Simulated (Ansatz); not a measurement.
Calculation for CoSi (rocksalt type): DFT, PBEsol, PAW with Ansatz's default frozen-core files, scalar-relativistic (Ansatz 0.2.0). This run: cell relaxed at zero pressure.

The start is a guessed cell of a prototype that needn't be stable.

Command: `ansatz run input.yaml --threads 2 --pin off --max-ram 7168MiB --backend cpu --events-out ev --progress --plain --runs-dir out` It took 23 s on 2 threads of Arm Neoverse V1 (shared host), peak memory 0.39 GiB.

```yaml
crystal:
  lattice:
    - [0.0, 2.2923918786, 2.2923918786]
    - [2.2923918786, 0.0, 2.2923918786]
    - [2.2923918786, 2.2923918786, 0.0]
  atoms:
    - { symbol: Co, position: [0.0, 0.0, 0.0], spin: 1.7 }
    - { symbol: Si, position: [0.5, 0.5, 0.5] }
magnetization:
  spin_polarized: true
kpoints:
  mp_grid: { grid: [15, 15, 15] }
scf:
  occupations: { method: fermi_dirac, width: 0.08 }
hamiltonian:
  xc: pbesol
  pseudopotentials: { kind: paw }
output:
  forces: true
  stress: true
  write_density: true
  write_potential: true
  elf: true
  volumetric_format: npy
relax:
  f_tol: 0.005
  max_steps: 40
  cell: {}
```

Output:

```
Engine: ansatz 0.2.0
Pseudopotentials: kind: paw
Pseudopotential: Co, paw, valence charge 17, recommended cutoff 420 eV (normal), Co.paw.azcp
Pseudopotential: Si, paw, valence charge 4, recommended cutoff 420 eV (normal), Si.paw.azcp
Functional definition: PBEsol
  exchange = pbesol_x
  correlation = pbesol_c
Crystal: 2 atoms, lattice volume = 24.093 Å³
Basis set: ecut = 420 eV, 459 PW (Γ), exchange–correlation on 48×48×48 points (8 copies of the dense FFT grid, shifted against one another)
Bands: 16, of which v1, the nominal top of the filled ones, is band 11 counted from 1 (10 counted from 0)
Symmetry: 48 space group operations
Space group: Fm-3m (ITA 225), of the structure as read, at distance tolerance 2.9e-5 Å
Magnetic group: BNS 225.116 (UNI 1618), of the structure as read, at distance tolerance 2.9e-5 Å
k-points: 120 of 3375
Non-local potential: Co, projectors of the file, l = 0: 3, l = 1: 2, l = 2: 3, l = 3: 1
Non-local potential: Si, projectors of the file, l = 0: 2, l = 1: 2, l = 2: 2
PAW form: soft (Blöchl's): semilocal exchange-correlation on the pseudo side does not see the compensation charge
PAW frozen core: Co, regenerated for the run's functional, and the local potential with it (the file was generated under x = pbe(κ = 0.804, μ = 0.2195149727645171), c = pbe(β = 0.06672455060314922))
PAW frozen core: Si, regenerated for the run's functional, and the local potential with it (the file was generated under x = pbe(κ = 0.804, μ = 0.2195149727645171), c = pbe(β = 0.06672455060314922))
PAW one-centre angular grid: Co, 590 points (default); XC on 64 Gauss nodes
PAW one-centre angular grid: Si, 110 points (default); XC on 64 Gauss nodes
Initial density: superposition of atomic densities (chi_scale 0.1, normalization cell)
Starting moments: Σ|m| = 1.7 μB on 1 of 2 sites
Initial wavefunctions: pseudopotential atomic-orbital guess
Functional: x = pbesol(κ = 0.804, μ = 0.12345679012345678), c = pbesol(β = 0.046)
SCF iter   1: F=—  HF=-5713.021885 eV  |F-HF|=—  |Δ(HF+E_count)|=         —  Δρ=6.31e-2 (↑6.31e-2 ↓3.91e-2)  dr2=1.40e0  dr2_m=5.39e-2  M=1.363 μB ∫|m|=1.527 μB  β_m=0.30  ethr=3.10e-3  ⟨swp⟩=4.7  Hψ=18632  notcnv=0
Mixer restart at iter 1: flushing history
preconditioner: auto → none  [metal: Δε(μ)=0.011 eV  Ē_g=9.721 eV  σ=0.080 eV  W_gap=0.03  n_scr=8 (ndim 8)  ℏωp=27.3 eV  f_vac=0.000  D(μ)=2.58/eV (n_scr^D=26)  sad-step TF]
SCF iter   2: F=—  HF=-5712.417889 eV  |F-HF|=—  |Δ(HF+E_count)|=   6.04e-1  Δρ=2.91e-2 (↑1.79e-2 ↓2.91e-2)  dr2=8.80e-2  dr2_m=9.90e-2  M=1.216 μB ∫|m|=1.397 μB  β_m=0.30  ethr=3.10e-3  ⟨swp⟩=2.6  Hψ=8665  notcnv=0  defer=103
SCF iter   3: F=—  HF=-5713.185244 eV  |F-HF|=—  |Δ(HF+E_count)|=         —  Δρ=1.08e-1 (↑8.30e-2 ↓1.08e-1)  dr2=1.92e-1  dr2_m=2.00e0  M=0.486 μB ∫|m|=0.573 μB  β_m=0.30  ethr=4.19e-4  ⟨swp⟩=2.1  Hψ=6211  notcnv=0  defer=105
Mixer restart at iter 3: flushing history
SCF iter   4: F=—  HF=-5713.741496 eV  |F-HF|=—  |Δ(HF+E_count)|=   5.56e-1  Δρ=8.17e-2 (↑7.83e-2 ↓8.17e-2)  dr2=3.58e-2  dr2_m=1.40e0  M=0.370 μB ∫|m|=0.443 μB  β_m=0.56  ethr=4.19e-4  ⟨swp⟩=2.5  Hψ=7743  notcnv=0  defer=118
SCF iter   5: F=—  HF=-5714.859795 eV  |F-HF|=—  |Δ(HF+E_count)|=    1.12e0  Δρ=9.90e-2 (↑6.15e-2 ↓9.90e-2)  dr2=3.99e0  dr2_m=8.14e-2  M=0.041 μB ∫|m|=0.067 μB  β_m=0.43  ethr=1.70e-4  ⟨swp⟩=2.7  Hψ=9012  notcnv=0  defer=125
SCF iter   6: F=—  HF=-5714.377709 eV  |F-HF|=—  |Δ(HF+E_count)|=   4.82e-1  Δρ=1.93e-2 (↑1.08e-2 ↓1.93e-2)  dr2=1.65e-2  dr2_m=4.65e-2  M=-0.023 μB ∫|m|=0.023 μB  β_m=0.51  ethr=1.70e-4  ⟨swp⟩=3.4  Hψ=11107  notcnv=0  defer=139
SCF iter   7: F=—  HF=-5714.422595 eV  |F-HF|=—  |Δ(HF+E_count)|=   4.49e-2  Δρ=4.51e-3 (↑3.25e-3 ↓4.51e-3)  dr2=8.20e-4  dr2_m=3.15e-3  M=0.013 μB ∫|m|=0.027 μB  β_m=0.71  ethr=7.85e-5  ⟨swp⟩=2.5  Hψ=9087  notcnv=0  defer=136
SCF iter   8: F=—  HF=-5714.421503 eV  |F-HF|=—  |Δ(HF+E_count)|=   1.09e-3  Δρ=3.24e-3 (↑1.87e-3 ↓3.24e-3)  dr2=4.35e-3  dr2_m=1.38e-4  M=-0.002 μB ∫|m|=0.002 μB  β_m=0.86  ethr=3.91e-6  ⟨swp⟩=2.1  Hψ=6006  notcnv=0  defer=136
SCF iter   9: F=—  HF=-5714.422442 eV  |F-HF|=—  |Δ(HF+E_count)|=   9.39e-4  Δρ=1.29e-3 (↑1.29e-3 ↓5.59e-4)  dr2=5.44e-4  dr2_m=3.21e-5  M=0.001 μB ∫|m|=0.003 μB  β_m=0.93  ethr=3.91e-6  ⟨swp⟩=2.1  Hψ=5407  notcnv=0  defer=136
SCF iter  10: F=—  HF=-5714.422578 eV  |F-HF|=—  |Δ(HF+E_count)|=   1.36e-4  Δρ=5.70e-4 (↑5.70e-4 ↓1.27e-4)  dr2=7.89e-5  dr2_m=1.15e-5  M=0.001 μB ∫|m|=0.001 μB  β_m=0.96  ethr=2.59e-6  ⟨swp⟩=2.2  Hψ=4708  notcnv=0  defer=136
SCF iter  11: F=—  HF=-5714.422585 eV  |F-HF|=—  |Δ(HF+E_count)|=   6.88e-6  Δρ=6.91e-5 (↑6.91e-5 ↓4.56e-5)  dr2=2.26e-6  dr2_m=3.22e-8  M=0.000 μB ∫|m|=0.000 μB  β_m=0.98  ethr=3.76e-7  ⟨swp⟩=2.3  Hψ=5086  notcnv=0  defer=136
SCF iter  12: F=—  HF=-5714.422585 eV  |F-HF|=—  |Δ(HF+E_count)|=   2.95e-7  Δρ=6.56e-6 (↑6.56e-6 ↓5.93e-6)  dr2=3.20e-8  dr2_m=3.53e-11  M=0.000 μB ∫|m|=0.000 μB  β_m=0.99  ethr=1.08e-8  ⟨swp⟩=2.4  Hψ=5533  notcnv=0  defer=136
SCF iter  13: F=—  HF=-5714.422585 eV  |F-HF|=—  |Δ(HF+E_count)|=   5.36e-9  Δρ=3.45e-7 (↑2.09e-7 ↓3.45e-7)  dr2=1.91e-11  dr2_m=1.17e-11  M=0.000 μB ∫|m|=0.000 μB  β_m=0.93  ethr=1.52e-10  ⟨swp⟩=2.1  Hψ=5627  notcnv=0  defer=136
SCF iter  14: F=-5714.422585 eV  HF=-5714.422585 eV  |F-HF|=9.09e-13  |Δ(HF+E_count)|=  3.37e-11  Δρ=4.63e-8 (↑4.58e-8 ↓4.63e-8)  dr2=1.42e-12  dr2_m=8.65e-14  M=0.000 μB ∫|m|=0.000 μB  ethr=1.00e-12  ⟨swp⟩=3.9  Hψ=15775  notcnv=0
WARN: the starting moments were not kept: the SCF closed with an absolute magnetisation of 3.7e-7 μB, where they sum to 1.7 μB in size (1 site). That is at most 0.1 of that sum. Measured as dr2_m measures the in/out step, that magnetisation stands 5.7e-14 eV from none, at or under the dr2_threshold of 1.0e-7 eV: it is no larger than a step whose dr2_m would equal this threshold. The system may hold no moment; this SCF shows only that its start led to no more than that. To try another start: raise the starting moments (crystal.atoms[].spin, magnetization.per_species, magnetization.initial_magnetization, or on a non-collinear deck that types none of these the spinor_matrix: blocks that start its atoms; where the total moment is fixed, keep their sum and leave initial_magnetization as it is; typed ones take the place of any that the run laid by itself, positive ones on a crystal's lanthanoids without a Hubbard term where scf.initial_density.shell_occupations: [] is typed) or, if the notice of its spin-set hold's release reads "site moments contracting" or "site moments show no strong build", lengthen the hold (scf.mixing.spin_hold: { on: { confirm: 4 } }; for m-r²SCAN on two components see the key's manual first). Each may lead to a state that holds a moment. A second SCF, from the converged charge density, with the starting moments and any scf.initial_density.shell_occupations laid on it anew, would have followed, and was not run: the deck does not ask for one (magnetization.retry_lost_moments is false, the default). To let it run, set magnetization.retry_lost_moments: true and run the deck again, where that key's refused combinations let it; where memory then withholds it, that run's warning says so.
SCF 1 converged in 14 iterations: F = -5714.422585 eV  dr2 = 1.42e-12
  greatest PAW one-centre occupation: 1.001 electrons in one spin orbital (limit 2), on the Co atom at site 0 (counted from 0), in its partial waves of l = 1
relax step   1: F+E_penalty+E_count = -5714.42258523 eV  Δ(F+E_penalty+E_count) = +0.000e0 eV  max|allowed force component| = 4.766e-31 eV/Å  Δτ_max = 0.0000 Å  P = +3.022 GPa  Ω = 24.093 Å³  (14 SCF iters, accepted)
Crystal: 2 atoms, lattice volume = 24.308 Å³
Basis set: ecut = 420 eV, 531 PW (Γ), exchange–correlation on 48×48×48 points (8 copies of the dense FFT grid, shifted against one another)
Initial density: handed on by an earlier stage of this run
Starting moments: Σ|m| = 1.7 μB on 1 of 2 sites; this step starts from the density that it was given
[... lines left out ...]
SCF converged after 5 iterations
Magnetization: -0.0000 μB (10.5000 up, 10.5000 down)
Absolute magnetization: 0.0000 μB (∫|ρ↑−ρ↓|, with the PAW one-centre terms)
Spin contamination: 0.0000 ħ² per cell (⟨S²⟩ above its minimum at these occupations)
Per-site moments (μB) at R_I (Å): [(-1.6661214533221717e-8, 0.9507987932085564), (-9.362840017633121e-10, 0.9507987932085564)]
Free energy (F): -5714.426290 eV
Harris-Foulkes:  -5714.426290 eV  (|F-HF|=2.73e-12)
Internal energy: -5714.395365 eV  (E = F + TS)
E sigma→0 (E₀):  -5714.410827 eV
Entropy (-TS):   -0.030925 eV (-15.463 meV/atom)
Fermi energy:    14.219454 eV
--- Per-component energies (eV) ---
  E_band       = -280.855026
  E_kinetic    = 502.361080
  E_local      = -3657.897236  (includes V_loc(G=0)·N_el)
  E_nonlocal   = 486.662634
  E_hartree    = 1570.593225
  E_xc         = -214.274746
  E_vxc        = -253.770984  (∫ρ·V_xc dr)
  E_paw        = -1986.591843  (= ΣΔE_a)
  E_vpaw       = -499.396932  (= ΣTr[D̂ρ^β])
  E_aug_tail   = 0.000072  (compensation charges beyond the density's cutoff)
  E_ewald      = -2415.468532
  E_core_change = 0.219980  (= ΣΔE_core)
  E_smearing   = -0.030925  (= −TS)
  E_closure    = 0.000000  (closes the sum)
  Σ components = -5714.426290   (vs F -5714.426290, Δ=0.00e0)
--- Forces (eV/Å), atoms counted from 1 ---
  atom   1  Co     0.00000000    -0.00000000     0.00000000
  atom   2  Si     0.00000000    -0.00000000    -0.00000000
  max |Σ_I F_I| component: 8.87e-31 eV/Å
--- Stress (GPa, compression-positive) ---
        0.001243      -0.000000       0.000000
        0.000000       0.001243       0.000000
        0.000000       0.000000       0.001243
  P = ⅓ Tr σ = 0.0012 GPa (0.012 kbar)
--- Band table (eV; the first three rows and the last of 240) ---
  k-point 0 ↑: bands = ["-80.1047", "-43.5767", "-43.5767", "-43.5767", "1.7617", "12.1921", "12.1921", "12.1921", "12.2750", "12.2750", "18.7732", "18.7732", "18.7732", "25.1170", "25.1170", "25.1170"]
  k-point 1 ↑: bands = ["-80.1045", "-43.5774", "-43.5768", "-43.5768", "1.8551", "12.1206", "12.1826", "12.1826", "12.2631", "12.2631", "18.3532", "18.8434", "18.8434", "24.4675", "25.1731", "25.1731"]
  k-point 2 ↑: bands = ["-80.1044", "-43.5796", "-43.5772", "-43.5772", "2.1336", "11.8919", "12.0322", "12.0322", "12.3632", "12.3632", "17.3441", "19.0336", "19.0336", "23.7040", "25.2179", "25.2179"]
  k-point 119 ↓: bands = ["-80.1029", "-43.5887", "-43.5880", "-43.5838", "7.0340", "9.7343", "9.7685", "10.9713", "13.4931", "13.6466", "13.9747", "14.1648", "15.0610", "23.8970", "25.1235", "25.5471"]
--- Relaxed structure (4 steps of the walk, 4 accepted, 2 SCFs on fresh bases) ---
  F+E_penalty+E_count = -5714.42628997 eV   max|allowed force component| = 2.917e-31 eV/Å   (the final SCF, on the basis selected at the relaxed cell)
  cell:  # Å, volume = 24.4920 Å³
    - [-1.5731961151565137e-33, 2.304966771414682, 2.304966771414682]
    - [2.304966771414682, 1.5977151050901976e-34, 2.304966771414682]
    - [2.304966771414682, 2.304966771414682, -1.6299779160455563e-33]
  atoms:
    - { symbol: Co, position: [1.531505074341738e-36, -2.57074066050229e-36, -4.8679982720149667e-36] }
    - { symbol: Si, position: [0.5, 0.5, 0.5] }
```

Next run (rocksalt relaxed under pressure), as changes to the input before:

```diff
   lattice:
-    - [0.0, 2.2923918786, 2.2923918786]
-    - [2.2923918786, 0.0, 2.2923918786]
-    - [2.2923918786, 2.2923918786, 0.0]
+    - [0.0, 1.9386689629, 1.9386689629]
+    - [1.9386689629, 0.0, 1.9386689629]
+    - [1.9386689629, 1.9386689629, 0.0]
   atoms:
 kpoints:
-  mp_grid: { grid: [15, 15, 15] }
+  mp_grid: { grid: [17, 17, 17] }
 scf:
   stress: true
-  write_density: true
-  write_potential: true
-  elf: true
-  volumetric_format: npy
+  eigenvalues: true
 relax:
   max_steps: 40
-  cell: {}
+  cell: { p_target: 270.0, stress_tol: 0.135 }
```

Command: `ansatz run input.yaml --threads 2 --pin off --max-ram 7168MiB --backend cpu --events-out ev --progress --plain --runs-dir out` It took 16 s on 2 threads of Arm Neoverse V1 (shared host), peak memory 0.37 GiB.

Results part of the output:

```
basis re-selected at this cell: Δ(F+E_penalty+E_count) = -6.779e-5 eV, ΔP = +0.011 GPa vs the last step (what re-selecting the basis moved, of the pressure what is left beyond the Pulay correction that the steps carried, after the strain that the cell walked since its last selection, with what the two solves' SCF thresholds leave and, on support functions, any second-order correction that the steps lacked; it is no measure of the basis error at this ecutwfc). This SCF's stress stands 7.88e-3 GPa from its target on what of the cell is left free (relax.cell.stress_tol is 1.35e-1 GPa) and its largest allowed force component is 9.20e-31 eV/Å (relax.f_tol is 5.00e-3 eV/Å): within both
SCF converged after 7 iterations
Magnetization: -0.0000 μB (10.5000 up, 10.5000 down)
Absolute magnetization: 0.0000 μB (∫|ρ↑−ρ↓|, with the PAW one-centre terms)
Spin contamination: 0.0000 ħ² per cell (⟨S²⟩ above its minimum at these occupations)
Per-site moments (μB) at R_I (Å): [(2.8826514986231236e-10, 0.8007508449716305), (-1.7931535030359333e-10, 0.8007508449716305)]
Free energy (F): -5709.090000 eV
Harris-Foulkes:  -5709.090000 eV  (|F-HF|=7.28e-11)
Internal energy: -5709.075837 eV  (E = F + TS)
E sigma→0 (E₀):  -5709.082919 eV
Entropy (-TS):   -0.014163 eV (-7.081 meV/atom)
Fermi energy:    26.409875 eV
--- Per-component energies (eV) ---
  E_band       = -69.889948
  E_kinetic    = 540.708561
  E_local      = -3001.507235  (includes V_loc(G=0)·N_el)
  E_nonlocal   = 508.955838
  E_hartree    = 1340.587220
  E_xc         = -226.523275
  E_vxc        = -269.626276  (∫ρ·V_xc dr)
  E_paw        = -2003.428225  (= ΣΔE_a)
  E_vpaw       = -529.594734  (= ΣTr[D̂ρ^β])
  E_aug_tail   = 0.000142  (compensation charges beyond the density's cutoff)
  E_ewald      = -2868.088844
  E_core_change = 0.219980  (= ΣΔE_core)
  E_smearing   = -0.014163  (= −TS)
  E_closure    = -0.000000  (closes the sum)
  Σ components = -5709.090000   (vs F -5709.090000, Δ=0.00e0)
--- Forces (eV/Å), atoms counted from 1 ---
  atom   1  Co    -0.00000000     0.00000000    -0.00000000
  atom   2  Si     0.00000000     0.00000000     0.00000000
  max |Σ_I F_I| component: 7.89e-31 eV/Å
--- Stress (GPa, compression-positive) ---
      270.007878       0.000000      -0.000000
        0.000000     270.007878       0.000000
       -0.000000       0.000000     270.007878
  P = ⅓ Tr σ = 270.0079 GPa (2700.079 kbar)
--- Band table (eV; the first three rows and the last of 330) ---
  k-point 0 ↑: bands = ["-69.3211", "-32.8985", "-32.8985", "-32.8985", "8.9688", "21.3309", "21.3309", "21.3309", "21.8640", "21.8640", "34.1277", "34.1277", "34.1277", "38.3083", "39.9991", "39.9991"]
  k-point 1 ↑: bands = ["-69.3204", "-32.9043", "-32.8996", "-32.8996", "9.0780", "21.2347", "21.3677", "21.3677", "21.8354", "21.8354", "33.7049", "34.1988", "34.1988", "37.8399", "40.0293", "40.0293"]
  k-point 2 ↑: bands = ["-69.3183", "-32.9211", "-32.9028", "-32.9028", "9.4025", "20.9553", "21.3934", "21.3934", "21.8422", "21.8422", "32.5957", "34.3855", "34.3855", "37.3128", "40.0773", "40.0773"]
  k-point 164 ↓: bands = ["-69.3019", "-33.0126", "-33.0021", "-32.9680", "16.6773", "18.1806", "18.2870", "20.7177", "24.4132", "25.2112", "25.8006", "25.8915", "28.3254", "38.9826", "39.7663", "42.6038"]
--- Relaxed structure (3 steps of the walk, 3 accepted, 1 SCFs on fresh bases) ---
  F+E_penalty+E_count = -5709.09000025 eV   max|allowed force component| = 9.203e-31 eV/Å   (the final SCF, on the basis selected at the relaxed cell)
  cell:  # Å, volume = 14.6302 Å³
    - [-1.5286116098686774e-34, 1.9412141696281953, 1.9412141696281953]
    - [1.9412141696281953, 1.655995910691067e-34, 1.9412141696281953]
    - [1.9412141696281953, 1.9412141696281953, -4.458450528783642e-34]
  atoms:
    - { symbol: Co, position: [-5.070627122317804e-35, 4.811921656893428e-35, 3.25968886434714e-35] }
    - { symbol: Si, position: [0.5, 0.5, 0.5] }
```

Next run (CsCl relaxed under pressure), as changes to the input before:

```diff
   lattice:
-    - [0.0, 1.9386689629, 1.9386689629]
-    - [1.9386689629, 0.0, 1.9386689629]
-    - [1.9386689629, 1.9386689629, 0.0]
+    - [2.4217298995, 0.0, 0.0]
+    - [0.0, 2.4217298995, 0.0]
+    - [0.0, 0.0, 2.4217298995]
   atoms:
```

Results part of the output:

```
basis re-selected at this cell: Δ(F+E_penalty+E_count) = +7.714e-4 eV, ΔP = -0.094 GPa vs the last step (what re-selecting the basis moved, of the pressure what is left beyond the Pulay correction that the steps carried, after the strain that the cell walked since its last selection, with what the two solves' SCF thresholds leave and, on support functions, any second-order correction that the steps lacked; it is no measure of the basis error at this ecutwfc). The dense FFT grid was sized anew with the basis: this SCF ran on 16×16×16 points, the steps before it on 18×18×18, so part of this shift can come from that change (see relax.cell in the input reference). This SCF's stress stands 9.50e-2 GPa from its target on what of the cell is left free (relax.cell.stress_tol is 1.35e-1 GPa) and its largest allowed force component is 1.64e-31 eV/Å (relax.f_tol is 5.00e-3 eV/Å): within both
SCF converged after 8 iterations
Magnetization: -0.0000 μB (10.5000 up, 10.5000 down)
Absolute magnetization: 0.0000 μB (∫|ρ↑−ρ↓|, with the PAW one-centre terms)
Spin contamination: 0.0000 ħ² per cell (⟨S²⟩ above its minimum at these occupations)
Per-site moments (μB) at R_I (Å): [(-6.709345274892836e-8, 0.8511283244606748), (-1.6638926514918921e-9, 0.8511283244606748)]
Free energy (F): -5711.410530 eV
Harris-Foulkes:  -5711.410530 eV  (|F-HF|=0.00e0)
Internal energy: -5711.387113 eV  (E = F + TS)
E sigma→0 (E₀):  -5711.398821 eV
Entropy (-TS):   -0.023416 eV (-11.708 meV/atom)
Fermi energy:    29.094508 eV
--- Per-component energies (eV) ---
  E_band       = -24.304027
  E_kinetic    = 540.277671
  E_local      = -2889.282222  (includes V_loc(G=0)·N_el)
  E_nonlocal   = 500.218956
  E_hartree    = 1306.517748
  E_xc         = -227.729119
  E_vxc        = -271.372752  (∫ρ·V_xc dr)
  E_paw        = -1996.944418  (= ΣΔE_a)
  E_vpaw       = -517.181237  (= ΣTr[D̂ρ^β])
  E_aug_tail   = 0.000094  (compensation charges beyond the density's cutoff)
  E_ewald      = -2944.665804
  E_core_change = 0.219980  (= ΣΔE_core)
  E_smearing   = -0.023416  (= −TS)
  E_closure    = -0.000000  (closes the sum)
  Σ components = -5711.410530   (vs F -5711.410530, Δ=0.00e0)
--- Forces (eV/Å), atoms counted from 1 ---
  atom   1  Co    -0.00000000    -0.00000000    -0.00000000
  atom   2  Si     0.00000000    -0.00000000     0.00000000
  max |Σ_I F_I| component: 1.48e-31 eV/Å
--- Stress (GPa, compression-positive) ---
      269.904983       0.000000      -0.000000
        0.000000     269.904983       0.000000
       -0.000000       0.000000     269.904983
  P = ⅓ Tr σ = 269.9050 GPa (2699.050 kbar)
--- Band table (eV; the first three rows and the last of 330) ---
  k-point 0 ↑: bands = ["-67.0610", "-30.4894", "-30.4894", "-30.4894", "10.1576", "21.4797", "21.4797", "26.5456", "26.5456", "26.5456", "33.8899", "33.8899", "33.8899", "38.0273", "38.0273", "51.6752"]
  k-point 1 ↑: bands = ["-67.0595", "-30.5018", "-30.4884", "-30.4884", "10.2541", "21.4647", "21.5242", "26.4397", "26.4397", "26.5566", "33.2610", "34.0586", "34.0586", "37.9266", "38.6819", "51.8843"]
  k-point 2 ↑: bands = ["-67.0554", "-30.5371", "-30.4856", "-30.4856", "10.5412", "21.3958", "21.6544", "26.1560", "26.1560", "26.5881", "32.0275", "34.5325", "34.5325", "37.6335", "40.0036", "51.4596"]
  k-point 164 ↓: bands = ["-66.9425", "-30.7547", "-30.7545", "-30.7545", "19.1761", "19.2909", "19.2909", "27.9204", "27.9204", "29.3377", "29.9678", "29.9678", "31.2493", "35.3313", "35.3313", "35.5886"]
--- Relaxed structure (4 steps of the walk, 4 accepted, 1 SCFs on fresh bases) ---
  F+E_penalty+E_count = -5711.41052971 eV   max|allowed force component| = 1.643e-31 eV/Å   (the final SCF, on the basis selected at the relaxed cell)
  cell:  # Å, volume = 13.5245 Å³
    - [2.3825414169322947, -1.7333369499485123e-33, -5.1358131850326295e-34]
    - [-1.7333369499485123e-33, 2.3825414169322947, 8.024708101613484e-36]
    - [-5.1358131850326295e-34, 8.024708101613484e-36, 2.3825414169322947]
  atoms:
    - { symbol: Co, position: [3.7112615554949924e-34, -1.4715457247559692e-50, -2.6509011110678544e-35] }
    - { symbol: Si, position: [0.5, 0.5, 0.5] }
```

The start moments died away, and the runs ended non-magnetic. The PAW files were made under PBE.
